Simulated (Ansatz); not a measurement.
Relaxation of a periodic cell of 63 atoms, Si (host Si, host structure diamond, one Si atom removed), cell charge -1, to a largest force component of 0.03 eV/Å in at most 60 steps.

Theory: DFT PBEsol, scalar-relativistic, plane waves, PAW (Ansatz 0.2.0). Settings: PAW set soft_1, cutoff 420 eV, k mesh 1x1x1, gaussian smearing 0.05 eV, spin collinear.

```xyz
63
Lattice="10.8600 0.0000 0.0000 0.0000 10.8600 0.0000 0.0000 0.0000 10.8600" Properties=species:S:1:pos:R:3:forces:R:3
Si 5.416 -0.044 -0.009 0.04 0.24 -0.03
Si 6.793 1.325 1.352 -0.71 0.61 -0.35
Si 8.106 2.770 0.020 0.03 -1.30 -0.21
Si 9.439 4.041 1.325 0.78 0.72 0.84
Si 8.129 0.032 2.664 0.27 -0.45 0.64
Si 9.507 1.357 4.045 -0.01 -0.28 0.43
Si 0.015 0.013 -0.027 -0.31 -0.26 0.31
Si 1.296 1.373 1.344 0.65 -0.44 0.50
Si 2.710 2.681 0.054 -0.24 0.54 -0.74
Si 4.097 4.062 1.331 -0.31 -0.15 0.42
Si 5.447 5.396 0.046 -0.13 0.54 -0.71
Si 6.817 6.786 1.323 -0.29 -0.11 0.68
Si 8.148 8.124 -0.001 0.25 0.74 -0.13
Si 9.533 9.519 1.388 -0.41 0.05 -0.75
Si 2.719 -0.062 2.666 0.12 1.00 0.22
Si 4.117 1.381 4.088 -0.74 -0.45 -0.35
Si 5.427 2.755 2.727 -0.09 -0.49 -0.45
Si 6.784 4.053 4.022 0.39 0.30 1.18
Si 8.120 5.417 2.718 0.13 -0.04 -0.47
Si 9.469 6.761 4.058 0.31 0.22 0.06
Si 5.485 -0.014 5.409 -0.58 0.30 0.61
Si 6.778 1.390 6.796 0.64 -0.70 -0.30
Si 8.210 2.702 5.471 -1.02 -0.08 -0.94
Si 9.465 4.023 6.805 0.65 0.93 -0.11
Si 8.169 -0.026 8.107 -0.79 0.85 0.53
Si 9.456 1.322 9.533 0.23 0.66 -0.53
Si -0.026 5.444 0.014 -0.31 -0.42 -0.18
Si 1.325 6.748 1.343 0.28 0.76 0.39
Si 2.727 8.178 -0.049 0.15 -1.06 0.73
Si 4.069 9.436 1.348 0.18 0.36 0.05
Si 0.000 2.727 2.726 -0.20 0.24 -0.56
Si 1.338 4.049 4.076 0.25 0.20 -0.22
Si 4.045 6.824 4.014 0.22 -0.48 0.52
Si 5.458 8.156 2.719 0.05 -0.27 -0.38
Si 6.804 9.506 4.095 0.19 0.11 -0.64
Si 0.006 -0.029 5.418 0.00 0.35 -0.22
Si 1.335 1.366 6.765 -0.07 -0.11 -0.01
Si 2.684 2.746 5.425 0.66 -0.15 0.01
Si 4.082 4.058 6.821 -0.26 0.33 -0.17
Si 5.451 5.450 5.457 -0.30 -0.21 -0.60
Si 6.802 6.847 6.826 0.28 -1.01 -0.61
Si 8.105 8.135 5.406 0.75 0.24 0.50
Si 9.484 9.559 6.811 0.51 -1.28 -0.63
Si 2.710 0.012 8.113 -0.41 0.25 0.39
Si 4.076 1.341 9.466 -0.11 -0.08 0.54
Si 5.441 2.668 8.135 -0.14 0.66 0.34
Si 6.806 4.036 9.510 -0.73 0.17 -0.24
Si 8.113 5.384 8.153 0.19 0.51 -0.22
Si 9.480 6.799 9.475 -0.02 -0.26 0.10
Si -0.031 8.208 2.748 0.52 -0.99 0.01
Si 1.392 9.507 4.060 -0.07 -0.18 0.27
Si 0.046 5.420 5.381 -0.57 0.18 0.53
Si 1.338 6.787 6.821 0.34 0.02 -0.65
Si 2.739 8.158 5.440 -0.30 -0.08 0.08
Si 4.071 9.548 6.849 0.53 -0.47 -0.86
Si 0.002 2.741 8.106 -0.18 -0.52 0.74
Si 1.314 4.099 9.510 0.53 -0.31 0.20
Si 2.686 5.443 8.153 0.32 -0.26 0.17
Si 4.093 6.806 9.480 -0.30 -0.74 0.39
Si 5.403 8.066 8.080 0.15 1.51 0.89
Si 6.805 9.523 9.472 -0.24 -0.80 -0.13
Si 0.012 8.132 8.163 -0.14 0.70 0.06
Si 1.404 9.515 9.554 -0.64 0.17 -0.95
```

Problem. Where does it end, and by what steps?

Solution. It converged. Limits of this set-up: coarse k mesh, PAW files made for another functional, a typed lattice constant that wasn't relaxed here, charged cell in a uniform background, uncorrected. After 4 steps the energy has fallen by 1.301 eV; Si10 moved furthest, 0.16 Å.

```csv
step,energy less start (eV),largest force component (eV/Å),accepted
0,0.0000,1.507,yes
1,-1.1731,0.433,yes
2,-1.2822,0.080,yes
3,-1.2916,0.044,yes
4,-1.3009,0.014,yes
```

```xyz
63
Lattice="10.8600 0.0000 0.0000 0.0000 10.8600 0.0000 0.0000 0.0000 10.8600" Properties=species:S:1:pos:R:3
Si 5.421 0.001 -0.003
Si 6.775 1.362 1.357
Si 8.139 2.716 0.002
Si 9.504 4.075 1.358
Si 8.145 0.000 2.711
Si 9.509 1.370 4.063
Si 0.000 -0.003 -0.004
Si 1.361 1.355 1.359
Si 2.711 2.743 0.030
Si 4.003 4.144 1.427
Si 5.400 5.431 0.021
Si 6.784 6.779 1.359
Si 8.147 8.141 0.005
Si 9.514 9.494 1.360
Si 2.713 -0.004 2.713
Si 4.065 1.359 4.063
Si 5.402 2.740 2.713
Si 6.783 4.074 4.066
Si 8.143 5.426 2.712
Si 9.501 6.782 4.063
Si 5.424 -0.005 5.420
Si 6.787 1.350 6.786
Si 8.146 2.717 5.427
Si 9.512 4.077 6.774
Si 8.143 -0.004 8.142
Si 9.496 1.356 9.495
Si 0.022 5.426 0.020
Si 1.427 6.704 1.428
Si 2.714 8.112 0.029
Si 4.066 9.497 1.359
Si 0.030 2.742 2.708
Si 1.429 4.142 3.999
Si 3.992 6.717 3.992
Si 5.402 8.115 2.709
Si 6.779 9.491 4.065
Si -0.001 0.002 5.419
Si 1.358 1.362 6.773
Si 2.716 2.741 5.401
Si 4.067 4.075 6.782
Si 5.395 5.426 5.393
Si 6.773 6.779 6.772
Si 8.140 8.140 5.426
Si 9.501 9.503 6.786
Si 2.713 0.000 8.143
Si 4.064 1.370 9.508
Si 5.427 2.716 8.144
Si 6.778 4.076 9.507
Si 8.143 5.430 8.139
Si 9.507 6.785 9.506
Si 0.028 8.112 2.713
Si 1.360 9.496 4.066
Si 0.026 5.433 5.395
Si 1.361 6.779 6.782
Si 2.712 8.117 5.403
Si 4.068 9.493 6.778
Si 0.003 2.716 8.137
Si 1.359 4.074 9.503
Si 2.713 5.426 8.142
Si 4.064 6.782 9.501
Si 5.426 8.139 8.139
Si 6.787 9.501 9.500
Si 0.005 8.140 8.144
Si 1.362 9.491 9.511
```

Whether the end is a true minimum wasn't checked by a vibrational analysis.

The run took 60 s on 4 threads of Arm Neoverse V1, on a shared host, peak memory 1.6 GiB.
